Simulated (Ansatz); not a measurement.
**Ti3Al: single points about a listed cell**

Aim: see how energy, forces, stress and gap of Ti3Al answer to random distortions, further strains and shifts, other functionals. Nothing is relaxed unless a step says so.

Computed with Ansatz 0.2.0 (DFT PBEsol, scalar-relativistic, plane waves, PAW, unless a step's input says otherwise).

## (1) Starting point

It takes space group P-6m2 (No. 187, hexagonal). The conventional cell has a = 2.928 Å, b = 2.928 Å, c = 9.226 Å, α = 90.00°, β = 90.00°, γ = 120.00°. Ti (site symmetry -6m2) has 12 Ti at 2.86 to 2.93 Å as nearest neighbours. Ti (site symmetry 3m) has 9 Ti at 2.86 to 2.93 Å and 3 Al at 2.86 Å as nearest neighbours. Al (site symmetry -6m2) is surrounded by 6 Ti at 2.86 Å and 6 Al at 2.93 Å.

Structure file:

```cif
data_structure
_symmetry_space_group_name_H-M 'P 1'
_symmetry_Int_Tables_number 1
_cell_length_a 2.9275
_cell_length_b 2.9275
_cell_length_c 9.2264
_cell_angle_alpha 90.000
_cell_angle_beta 90.000
_cell_angle_gamma 120.000
_cell_volume 68.48
loop_
_atom_site_label
_atom_site_type_symbol
_atom_site_fract_x
_atom_site_fract_y
_atom_site_fract_z
_atom_site_occupancy
Ti1 Ti 0.66667 0.33333 0.00000 1
Ti2 Ti 0.33333 0.66667 0.75059 1
Ti3 Ti 0.33333 0.66667 0.24941 1
Al1 Al 0.66667 0.33333 0.50000 1
```

The structure comes from the Materials Project (structure only).

## (2) Random moves and strain, cell strained

The change: strain xx, yy, zz, yz, xz, xy = -3.2, -2.5, -3.2, -0.3, +0.1, +0.3 %; atoms moved by 0.10 Å root mean square, at most 0.12 Å.

input.yaml

```yaml
crystal:
  lattice:
    - [2.8346513082, 0.0075530589, 0.0027811651]
    - [-1.4107845131, 2.4692818013, -0.010137457]
    - [0.0087650439, -0.0318309489, 8.9275201348]
  atoms:
    - { symbol: Ti, position: [0.6551785319, 0.3247308858, -0.0107778125] }
    - { symbol: Ti, position: [0.3225049189, 0.6625330792, 0.7560240926] }
    - { symbol: Ti, position: [0.3603366314, 0.6945762965, 0.2421821343] }
    - { symbol: Al, position: [0.66198189, 0.3181636828, 0.5125726695] }
basis:
  ecutwfc: 420
kpoints:
  mp_grid: { grid: [14, 14, 4] }
hamiltonian:
  xc: pbesol
scf:
  occupations: { method: gaussian, width: 0.1 }
output:
  forces: true
  stress: true
  eigenvalues: true
```

## (3) A random distortion, cell strained

input.yaml

```yaml
crystal:
  lattice:
    - [3.0162174768, -0.0585508445, -0.0244157021]
    - [-1.5588152571, 2.6133049692, 0.0013313028]
    - [-0.0769478591, -0.039581093, 9.4178090115]
  atoms:
    - { symbol: Ti, position: [0.6658474223, 0.3806369127, -0.0322066271] }
    - { symbol: Ti, position: [0.3308641924, 0.5931179411, 0.7695321253] }
    - { symbol: Ti, position: [0.3191856095, 0.7142779054, 0.2444983235] }
    - { symbol: Al, position: [0.68409936, 0.3119672408, 0.5181761782] }
basis:
  ecutwfc: 420
kpoints:
  mp_grid: { grid: [14, 14, 4] }
hamiltonian:
  xc: pbesol
scf:
  occupations: { method: gaussian, width: 0.1 }
output:
  forces: true
  stress: true
  eigenvalues: true
```

## (4) A change within a subgroup

input.yaml

```yaml
crystal:
  lattice:
    - [2.7777106119, 0.0, 0.0]
    - [-1.3888553059, 2.4055679543, 0.0]
    - [0.0, 0.0, 9.5845293728]
  atoms:
    - { symbol: Ti, position: [0.66666667, 0.33333333, -0.0066901889] }
    - { symbol: Ti, position: [0.33333333, 0.66666667, 0.7368890496] }
    - { symbol: Ti, position: [0.33333333, 0.66666667, 0.2557742164] }
    - { symbol: Al, position: [0.66666667, 0.33333333, 0.5140269229] }
basis:
  ecutwfc: 420
kpoints:
  mp_grid: { grid: [15, 15, 4] }
hamiltonian:
  xc: pbesol
scf:
  occupations: { method: gaussian, width: 0.1 }
output:
  forces: true
  stress: true
  eigenvalues: true
  populations: true
```

## (5) Another functional, on a distorted cell: r2SCAN

input.yaml

```yaml
crystal:
  lattice:
    - [2.9028044911, 0.0, 0.0]
    - [-1.4514022455, 2.5139024315, 0.0]
    - [0.0, 0.0, 8.3180266611]
  atoms:
    - { symbol: Ti, position: [0.66666667, 0.33333333, 0.0] }
    - { symbol: Ti, position: [0.33333333, 0.66666667, 0.7597907792] }
    - { symbol: Ti, position: [0.33333333, 0.66666667, 0.2402092208] }
    - { symbol: Al, position: [0.66666667, 0.33333333, 0.5] }
basis:
  ecutwfc: 500
kpoints:
  mp_grid: { grid: [18, 18, 6] }
hamiltonian:
  xc: r2scan
scf:
  occupations: { method: gaussian, width: 0.1 }
output:
  forces: true
  stress: true
  eigenvalues: true
```

## (6) A change within the space group

input.yaml

```yaml
crystal:
  lattice:
    - [2.8527727945, 0.0, 0.0]
    - [-1.4263863972, 2.4705737113, 0.0]
    - [0.0, 0.0, 9.5443024345]
  atoms:
    - { symbol: Ti, position: [0.66666667, 0.33333333, 0.0] }
    - { symbol: Ti, position: [0.33333333, 0.66666667, 0.7735859479] }
    - { symbol: Ti, position: [0.33333333, 0.66666667, 0.2264140521] }
    - { symbol: Al, position: [0.66666667, 0.33333333, 0.5] }
basis:
  ecutwfc: 420
kpoints:
  mp_grid: { grid: [18, 18, 6] }
hamiltonian:
  xc: pbesol
scf:
  occupations: { method: gaussian, width: 0.1 }
output:
  forces: true
  stress: true
  eigenvalues: true
```

## (7) A change within the space group

input.yaml

```yaml
crystal:
  lattice:
    - [3.0368566495, 0.0, 0.0]
    - [-1.5184283247, 2.6299950061, 0.0]
    - [0.0, 0.0, 9.2940834971]
  atoms:
    - { symbol: Ti, position: [0.66666667, 0.33333333, 0.0] }
    - { symbol: Ti, position: [0.33333333, 0.66666667, 0.7551923896] }
    - { symbol: Ti, position: [0.33333333, 0.66666667, 0.2448076104] }
    - { symbol: Al, position: [0.66666667, 0.33333333, 0.5] }
basis:
  ecutwfc: 420
kpoints:
  mp_grid: { grid: [18, 18, 6] }
hamiltonian:
  xc: pbesol
scf:
  occupations: { method: gaussian, width: 0.1 }
output:
  forces: true
  stress: true
  eigenvalues: true
```

Q: Predict the outcome of this session. Wanted: for each run, case; energy; pressure; largest force.

As calculated:

| step | case | energy (meV/atom) | pressure (GPa) | largest force (eV/Å) | gap on the mesh (eV) |
| --- | --- | --- | --- | --- | --- |
| 2 | random moves and strain, cell strained | +0.0 | 8.6 | 1.11 | 0.00 |
| 3 | a random distortion, cell strained | +174.3 | -6.3 | 2.81 | 0.00 |
| 4 | a change within a subgroup | +22.4* | 4.5 | 1.51 | 0.00 |
| 5 | another functional, on a distorted cell: r2SCAN | n/a | 17.7 | 0.98 | 0.00 |
| 6 | a change within the space group | +47.9* | 1.2 | 1.54 | 0.00 |
| 7 | a change within the space group | +14.4* | -10.3 | 0.13 | 0.00 |

Energies are counted from step 2, with the smearing taken to zero; a star marks another k mesh, which can shift energies by itself, so starred rows don't rank against the others. Other atoms or functionals have another zero of energy (n/a). A gap of 0.00 means none on the mesh at this level.

In words: Among the distorted cells of the listed formula and level the largest force, 2.81 eV/Å, acts on Ti1 in step 3. The pressure is 8.6 GPa in the smallest cell and -10.3 GPa in the largest; between them shape and moved atoms count too. The distorted cells of the listed formula and level show no gap on the mesh.
